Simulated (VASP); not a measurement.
# GaSb (F-43m) in VASP: a series of runs

Aim: see how the results for GaSb move with the level of theory and the settings. Levels: BLYP+D4, PBEsol, revPBE. Tasks: relaxation of cell and atoms, single point.

Program: VASP 6.6.1. These are calculated values, not measurements. Logs are shortened: lines on timing, memory, paths and dates and some standing lists are left out, and cuts for length are marked.

**The experiment to reproduce.**

From a printed reference work, data compilation, for a bulk crystal of GaSb at 4.2 K: band gap 0.811 eV (direct).

How close the calculation comes is told below.

## (1) The cell of the first run

It takes space group F-43m (No. 216, cubic). Conventional cell: a = 6.118 Å, b = 6.118 Å, c = 6.118 Å, α = 90.00°, β = 90.00°, γ = 90.00°. Within 3.5 Å of Sb (site symmetry -43m) lie 4 Ga at 2.65 Å. Within 3.5 Å of Ga (site symmetry -43m) lie 4 Sb at 2.65 Å.

## (2) Relaxation of cell and atoms, BLYP+D4

INCAR reads:

```
SYSTEM = GaSb
AGGAC = 1.0
AGGAX = 1.0
ALDAC = 0.0
ALDAX = 1.0
ALGO = Normal
EDIFF = 1E-6
EDIFFG = -0.01
ENCUT = 600
GGA = B5
IBRION = 2
ISIF = 3
ISMEAR = -1
IVDW = 13
LASPH = .TRUE.
LCHARG = .FALSE.
LREAL = .FALSE.
LWAVE = .FALSE.
NELM = 60
NSW = 60
PREC = Accurate
SIGMA = 0.05
VDW_A1 = 0.44488865
VDW_A2 = 4.0933009
VDW_S6 = 1.0
VDW_S8 = 2.34076671
```

KPOINTS reads:

```
k-points
0
G
  8 8 8
  0 0 0
```

POSCAR reads:

```
GaSb
1.0
    0.0000000000      3.0590000000      3.0590000000
    3.0590000000      0.0000000000      3.0590000000
    3.0590000000      3.0590000000      0.0000000000
Sb Ga
1 1
Direct
    0.7500000000      0.7500000000      0.7500000000
    0.0000000000      0.0000000000      0.0000000000
```

Potentials or basis: VASP PAW PBE potentials, release 64 (Sb, Ga_d).

The run is started by

```sh
> cat potpaw_PBE.64/Sb/POTCAR potpaw_PBE.64/Ga_d/POTCAR > POTCAR
> mpirun -np 1 vasp_std > vasp.out
```

OUTCAR:

```text
SYSTEM = GaSb
   EDIFF = 1E-6
   EDIFFG = -0.01
   ENCUT = 600
   GGA = B5
   IBRION = 2
   ISIF = 3
   ISMEAR = -1
   IVDW = 13
   LASPH = .TRUE.
   LREAL = .FALSE.
   NELM = 60
   NSW = 60
   PREC = Accurate

 ion  position               nearest neighbor table
   1  0.750  0.750  0.750-   2 2.65   2 2.65   2 2.65   2 2.65
   2  0.000  0.000  0.000-   1 2.65   1 2.65   1 2.65   1 2.65

  LATTYP: Found a face centered cubic cell.
 ALAT       =     6.1180000000

  Lattice vectors:

 A1 = (   0.0000000000,   3.0590000000,   3.0590000000)
 A2 = (   3.0590000000,   0.0000000000,   3.0590000000)
 A3 = (   3.0590000000,   3.0590000000,   0.0000000000)

Analysis of symmetry for initial positions (statically):
=====================================================================
 Subroutine PRICEL returns:
 Original cell was already a primitive cell.

 Routine SETGRP: Setting up the symmetry group for a
 face centered cubic supercell.

 Subroutine GETGRP returns: Found 24 space group operations
 (whereof 24 operations were pure point group operations)
 out of a pool of 48 trial point group operations.

The static configuration has the point symmetry T_d .

Analysis of symmetry for dynamics (positions and initial velocities):
=====================================================================
 Subroutine PRICEL returns:
 Original cell was already a primitive cell.

 Routine SETGRP: Setting up the symmetry group for a
 face centered cubic supercell.

 Subroutine GETGRP returns: Found 24 space group operations
 (whereof 24 operations were pure point group operations)
 out of a pool of 48 trial point group operations.

The dynamic configuration has the point symmetry T_d .

 Subroutine INISYM returns: Found 24 space group operations
 (whereof 24 operations are pure point group operations),
 and found     1 'primitive' translations

----------------------------------------------------------------------------------------

                                     Primitive cell

  volume of cell :      57.2491

  direct lattice vectors                    reciprocal lattice vectors
     0.000000000  3.059000000  3.059000000    -0.163452109  0.163452109  0.163452109
     3.059000000  0.000000000  3.059000000     0.163452109 -0.163452109  0.163452109
     3.059000000  3.059000000  0.000000000     0.163452109  0.163452109 -0.163452109

  length of vectors
     4.326079287  4.326079287  4.326079287     0.283107357  0.283107357  0.283107357

  position of ions in fractional coordinates (direct lattice)
     0.750000000  0.750000000  0.750000000
     0.000000000  0.000000000  0.000000000

  ion indices of the primitive-cell ions
   primitive index   ion index
                 1           1
                 2           2

----------------------------------------------------------------------------------------

 KPOINTS: k-points

Automatic generation of k-mesh.
 Grid dimensions read from file:
 generate k-points for:    8    8    8

 Generating k-lattice:

  Cartesian coordinates                     Fractional coordinates (reciprocal lattice)
    -0.020431514  0.020431514  0.020431514     0.125000000  0.000000000  0.000000000
     0.020431514 -0.020431514  0.020431514     0.000000000  0.125000000  0.000000000
     0.020431514  0.020431514 -0.020431514     0.000000000  0.000000000  0.125000000

  Length of vectors
     0.035388420  0.035388420  0.035388420

  Shift w.r.t. Gamma in fractional coordinates (k-lattice)
     0.000000000  0.000000000  0.000000000

 Subroutine IBZKPT returns following result:
 ===========================================

 Found     29 irreducible k-points:

 Following reciprocal coordinates:
            Coordinates               Weight
  0.000000  0.000000  0.000000      1.000000
  0.125000  0.000000  0.000000      8.000000
  0.250000  0.000000  0.000000      8.000000
  0.375000  0.000000  0.000000      8.000000
  0.500000  0.000000  0.000000      4.000000
  0.125000  0.125000  0.000000      6.000000
[... 16 lines left out ...]
  0.500000  0.250000  0.125000     48.000000
 -0.375000  0.250000  0.125000     24.000000
 [... further k-points ...]
   k-points           NKPTS =     29   k-points in BZ     NKDIM =     29   number of bands    NBANDS=     13
   number of dos      NEDOS =    301   number of ions     NIONS =      2
   total plane-waves  NPLWV =  46656
   dimension x,y,z NGX =    36 NGY =   36 NGZ =   36
   dimension x,y,z NGXF=    72 NGYF=   72 NGZF=   72
   ions per type =               1   1
   NGX,Y,Z   is equivalent  to a cutoff of  13.83, 13.83, 13.83 a.u.
   NGXF,Y,Z  is equivalent  to a cutoff of  27.67, 27.67, 27.67 a.u.
 SYSTEM =  GaSb
   PREC   = accura    normal or accurate (medium, high low for compatibility)
   ISTART =      0    job   : 0-new  1-cont  2-samecut
   ICHARG =      2    charge: 1-file 2-atom 10-const
   ISPIN  =      1    spin polarized calculation?
   LNONCOLLINEAR =      F non collinear calculations
   LSORBIT =      F    spin-orbit coupling
   LASPH  =      T    aspherical Exc in radial PAW
   ENCUT  =  600.0 eV  44.10 Ry    6.64 a.u.   8.64  8.64  8.64*2*pi/ulx,y,z
   NELM   =     60;   NELMIN=  2; NELMDL= -5     # of ELM steps
   EDIFF  = 0.1E-05   stopping-criterion for ELM
   LREAL  =      F    real-space projection
   EDIFFG = -.1E-01   stopping-criterion for IOM
   NSW    =     60    number of steps for IOM
   IBRION =      2    ionic relax: 0-MD 1-quasi-New 2-CG
   NFREE  =      1    steps in history (QN), initial steepest desc. (CG)
   ISIF   =      3    stress and relaxation
   ISYM   =      2    0-nonsym 1-usesym 2-fastsym
   POTIM  = 0.5000    time-step for ionic-motion
   TEBEG  =    0.0;   TEEND  =   0.0 temperature during run
   PSTRESS=    0.0 pullay stress
   NELECT =      18.0000    total number of electrons
   NUPDOWN=      -1.0000    fix difference up-down
   EMIN   =  10.00;   EMAX   =-10.00  energy-range for DOS
   EFERMI =   0.00;   METHOD = LEGACY
   ISMEAR =    -1;   SIGMA  =   0.05  broadening in eV -4-tet -1-fermi 0-gaus
   EFERMI_NEDOS =   21; number of points for ismear=-14 and -15
   IALGO  =     38    algorithm
   IMIX   =      4    mixing-type and parameters
     AMIX     =   0.40;   BMIX     =  1.00
     AMIX_MAG =   1.60;   BMIX_MAG =  1.00
  volume/ion in A,a.u.               =      28.62       193.17
  Fermi-wavevector in a.u.,A,eV,Ry     =   1.113208  2.103657 16.860766  1.239231
  Thomas-Fermi vector in A             =   2.249790
   LORBIT       =      0    0 simple, 1 ext, 2 COOP (PROOUT), +10 PAW based schemes
   GGA     = B5    functional components
   LHFCALC =     F    Hartree Fock is set to
   AEXX    =    0.0000 exact exchange contribution
   IVDW    =    13    specifies the selected vdW correction
   LEPSILON=     F    determine dielectric tensor
   LRPA    =     F    only Hartree local field effects (RPA)
 conjugate gradient relaxation of ions
 non-spin polarized calculation
  energy-cutoff  :      600.00
  volume of cell :       57.25
 maximum number of plane-waves:      1926
   NGX = 17   NGY = 17   NGZ = 17

--------------------------------------- Ionic step        1  -------------------------------------------

 number of electron      18.0000006 magnetization

 Free energy of the ion-electron system (eV)
  ---------------------------------------------------
  ext. energy  EPLUGINS =         0.00000000
  ---------------------------------------------------
  free energy    TOTEN  =        -6.01060991 eV

  energy without entropy =       -6.01012864  energy(sigma->0) =       -6.01036927

 E-fermi :   5.3449     XC(G=0):  -8.5164

 val. band max:        5.3028139043   @ k =   0.0000   0.0000   0.0000
 cond. band min:       5.6952595478   @ k =   0.5000   0.0000   0.0000
 fundamental gap:      0.3924456435
 Fermi energy:         5.3448903989

 k-point     1 :       0.0000    0.0000    0.0000
  band No.  band energies     occupation
      1      -9.8004      2.00000
      2      -9.8004      2.00000
      3      -9.8004      2.00000
      4      -9.7501      2.00000
      5      -9.7501      2.00000
      6      -6.1846      2.00000
      7       5.1885      1.91607
      8       5.3028      1.39758
      9       5.3028      1.39758
     10       5.3028      1.39757
     11       8.1065      0.00000
     12       8.1065      0.00000
     13       8.1065      0.00000

 k-point     2 :       0.1250    0.0000    0.0000
  band No.  band energies     occupation
      1      -9.8045      2.00000
      2      -9.7986      2.00000
      3      -9.7986      2.00000
      4      -9.7503      2.00000
      5      -9.7503      2.00000
      6      -6.0259      2.00000
      7       3.2486      2.00000
      8       5.0525      1.99424
      9       5.0525      1.99424
     10       6.2651      0.00000
     11       8.4479      0.00000
     12       8.4479      0.00000
     13       8.7618      0.00000
[... 409 lines left out ...]
 VOLUME and BASIS-vectors are now :
 -----------------------------------------------------------------------------
  energy-cutoff  :      600.00
  volume of cell :       58.10
      direct lattice vectors                 reciprocal lattice vectors
    -0.000000000  3.074037288  3.074037288    -0.162652549  0.162652549  0.162652549
     3.074037288  0.000000000  3.074037288     0.162652549 -0.162652549  0.162652549
     3.074037288  3.074037288  0.000000000     0.162652549  0.162652549 -0.162652549

 POSITION                                       TOTAL-FORCE (eV/Angst)
 -----------------------------------------------------------------------------------
      4.61106      4.61106      4.61106         0.000000     -0.000000      0.000000
      3.07404      0.00000      3.07404        -0.000000      0.000000     -0.000000
 -----------------------------------------------------------------------------------
    total drift:                               -0.000000     -0.000000     -0.000000

  FREE ENERGIE OF THE ION-ELECTRON SYSTEM (eV)
  ---------------------------------------------------
  free  energy   TOTEN  =        -7.6018361703 eV

  energy  without entropy=       -7.6013597532  energy(sigma->0) =       -7.60159796

--------------------------------------- Ionic step        3  -------------------------------------------

 number of electron      18.0000002 magnetization

 Free energy of the ion-electron system (eV)
  ---------------------------------------------------
  ext. energy  EPLUGINS =         0.00000000
  ---------------------------------------------------
  free energy    TOTEN  =        -6.03266161 eV

  energy without entropy =       -6.03218616  energy(sigma->0) =       -6.03242389

 E-fermi :   5.2207     XC(G=0):  -8.4669

 val. band max:        5.1807044635   @ k =   0.0000   0.0000   0.0000
 cond. band min:       5.5481437604   @ k =   0.5000   0.0000   0.0000
 fundamental gap:      0.3674392970
 Fermi energy:         5.2206547026

 k-point     1 :       0.0000    0.0000    0.0000
  band No.  band energies     occupation
      1      -9.8991      2.00000
      2      -9.8991      2.00000
      3      -9.8991      2.00000
      4      -9.8506      2.00000
      5      -9.8506      2.00000
      6      -6.2256      2.00000
      7       4.9820      1.98323
      8       5.1807      1.37953
      9       5.1807      1.37953
     10       5.1807      1.37952
     11       7.9870      0.00000
     12       7.9870      0.00000
     13       7.9870      0.00000

 k-point     2 :       0.1250    0.0000    0.0000
  band No.  band energies     occupation
      1      -9.9030      2.00000
      2      -9.8974      2.00000
      3      -9.8974      2.00000
      4      -9.8508      2.00000
      5      -9.8508      2.00000
      6      -6.0693      2.00000
      7       3.1142      2.00000
      8       4.9355      1.99334
      9       4.9355      1.99334
     10       6.1002      0.00000
     11       8.3229      0.00000
     12       8.3229      0.00000
     13       8.6186      0.00000
[... 369 lines left out ...]
 VOLUME and BASIS-vectors are now :
 -----------------------------------------------------------------------------
  energy-cutoff  :      600.00
  volume of cell :       57.93
      direct lattice vectors                 reciprocal lattice vectors
    -0.000000000  3.071105570  3.071105570    -0.162807819  0.162807819  0.162807819
     3.071105570  0.000000000  3.071105570     0.162807819 -0.162807819  0.162807819
     3.071105570  3.071105570  0.000000000     0.162807819  0.162807819 -0.162807819

 POSITION                                       TOTAL-FORCE (eV/Angst)
 -----------------------------------------------------------------------------------
      4.60666      4.60666      4.60666         0.000000      0.000000      0.000000
      0.00000      0.00000      0.00000        -0.000000     -0.000000     -0.000000
 -----------------------------------------------------------------------------------
    total drift:                               -0.000000     -0.000000     -0.000000

  FREE ENERGIE OF THE ION-ELECTRON SYSTEM (eV)
  ---------------------------------------------------
  free  energy   TOTEN  =        -7.6019230233 eV

  energy  without entropy=       -7.6014475749  energy(sigma->0) =       -7.60168530

 reached required accuracy - stopping structural energy minimisation
```

It took 1.8 min on 1 thread of AMD EPYC 7R13 (Zen 3), shared host; peak memory 0.19 GiB.

What came out:

```
Free energy                            : -7.6019 eV
Relaxed volume                         : 28.97 Å³/atom
Relaxed cell                           : a = 4.343 Å, b = 4.343 Å, c = 4.343 Å, α = 60.00°, β = 60.00°, γ = 60.00°
Space group after relaxing (to 0.05 Å) : F-43m (No. 216)
Energy gained by relaxing              : 0.6 meV/atom
Ionic steps                            : 3
Pressure after relaxing                : 0.0 GPa
Band gap on the k mesh                 : zero (filled and empty bands touch)
Dispersion energy per atom             : -0.785 eV
```

Step by step:
| step | energy change (eV) | largest force (eV/Å) | pressure (GPa) | volume (Å³) |
| --- | --- | --- | --- | --- |
| 1 | 0.0000 | 0.0000 | 0.57 | 57.25 |
| 2 | -0.0012 | 0.0000 | -0.14 | 58.10 |
| 3 | -0.0012 | 0.0000 | -0.02 | 57.93 |

Final structure:
```
Sb Ga
1.0
     0.00000    3.07111    3.07111
     3.07111    0.00000    3.07111
     3.07111    3.07111    0.00000
Sb Ga
1 1
Cartesian
  4.6067 4.6067 4.6067
  0.0000 0.0000 0.0000
```

Levels at points of the mesh, in eV from the Fermi level:
| k point | band 5 | band 6 | band 7 | band 8 | band 9 | band 10 | band 11 | band 12 | band 13 |
| --- | --- | --- | --- | --- | --- | --- | --- | --- | --- |
| (0.00, 0.00, 0.00) | -15.07 | -11.45 | -0.24 | -0.04 | -0.04 | -0.04 | 2.77 | 2.77 | 2.77 |
| (0.50, 0.00, 0.00) | -15.07 | -9.87 | -6.35 | -1.17 | -1.17 | 0.33 | 3.77 | 3.77 | 6.66 |
| (0.50, 0.50, 0.00) | -15.07 | -9.06 | -6.84 | -2.55 | -2.55 | 0.96 | 1.38 | 8.50 | 8.50 |

Caveat: the PAW data sets were made with another functional, which shifts forces and pressure a little; spin-orbit coupling is left out, which moves the levels of the heavy elements; pairwise dispersion overbinds metals, which lowers pressure and volume. Zero-point motion and thermal expansion aren't in these numbers.

## (3) Single point, PBEsol

INCAR reads:

```
ALGO = Normal
EDIFF = 1E-7
ENCUT = 520
GGA = PS
ISIF = 2
ISMEAR = -1
LASPH = T
LCHARG = F
LREAL = F
LWAVE = F
NBANDS = 16
NELM = 100
PREC = Accurate
SIGMA = 0.05
```

KPOINTS reads:

```
k-points
0
Gamma
  4 4 4
```

POSCAR is that of step 2.

Potentials or basis: VASP PAW PBE potentials, release 64 (Sb, Ga_d).

The run is started by

```sh
> cat potpaw_PBE.64/Sb/POTCAR potpaw_PBE.64/Ga_d/POTCAR > POTCAR
> mpirun -np 1 vasp_std > vasp.out
```

Wall time 12 s (1 thread of Intel Xeon 8259CL, shared host); peak memory 0.18 GiB.

It converged, with:

- Free energy: -7.9535 eV
- Pressure: 0.6 GPa
- Band gap on the k mesh: zero (filled and empty bands touch)

Levels at points of the mesh, in eV from the Fermi level:
```tsv
k point	band 6	band 7	band 8	band 9	band 10	band 11	band 12	band 13
(0.00, 0.00, 0.00)	-11.56	-0.07	-0.05	-0.05	-0.05	2.68	2.68	2.68
(0.50, 0.00, 0.00)	-9.92	-6.46	-1.21	-1.21	0.28	3.64	3.64	6.25
(0.50, 0.50, 0.00)	-9.08	-6.90	-2.65	-2.65	0.77	1.09	8.60	8.60
```

Caveat: the k points lie up to 0.44 Å⁻¹ apart; the PAW data sets were made with another functional, which shifts forces and pressure a little; spin-orbit coupling is left out, which moves the levels of the heavy elements.

## (4) Single point, revPBE

INCAR reads:

```
ALGO     = Normal         # electronic algorithm
EDIFF    = 1E-7           # SCF threshold, eV
ENCUT    = 520            # plane-wave cutoff, eV
GGA      = RE             # functional
ISIF     = 2              # what is computed and relaxed
ISMEAR   = -1             # smearing method
LASPH    = T              # aspherical terms in the spheres
LCHARG   = F              # write CHGCAR
LREAL    = F              # projectors in reciprocal space
LWAVE    = F              # write WAVECAR
NBANDS   = 16             # bands
NELM     = 80             # most SCF steps
PREC     = Accurate       # precision mode
SIGMA    = 0.05           # smearing width, eV
```

KPOINTS is that of step 3.

POSCAR is that of step 3.

The run is started by

```sh
> cat potpaw_PBE.64/Sb/POTCAR potpaw_PBE.64/Ga_d/POTCAR > POTCAR
> mpirun -np 1 vasp_std > vasp.out
```

Run time: 12 s. Hardware: 1 thread of Intel Xeon 8259CL, shared host; peak memory 0.18 GiB.

Results (log left out):

```yaml
Free_energy: -6.5753 eV
Pressure: 4.0 GPa
Band_gap_on_the_k_mesh: 0.10 eV, direct
```

Levels at points of the mesh, in eV from the valence-band top:
| k point | band 6 | band 7 | band 8 | band 9 | band 10 | band 11 | band 12 | band 13 |
| --- | --- | --- | --- | --- | --- | --- | --- | --- |
| (0.00, 0.00, 0.00) | -11.45 | 0.00 | 0.00 | 0.00 | 0.10 | 2.77 | 2.77 | 2.77 |
| (0.50, 0.00, 0.00) | -9.83 | -6.35 | -1.16 | -1.16 | 0.46 | 3.75 | 3.75 | 6.61 |
| (0.50, 0.50, 0.00) | -8.99 | -6.80 | -2.58 | -2.58 | 0.96 | 1.32 | 8.70 | 8.70 |

Caveat: the k points lie up to 0.44 Å⁻¹ apart; the PAW data sets were made with another functional, which shifts forces and pressure a little; spin-orbit coupling is left out, which moves the levels of the heavy elements.

(Continued in part 2 of 2.)
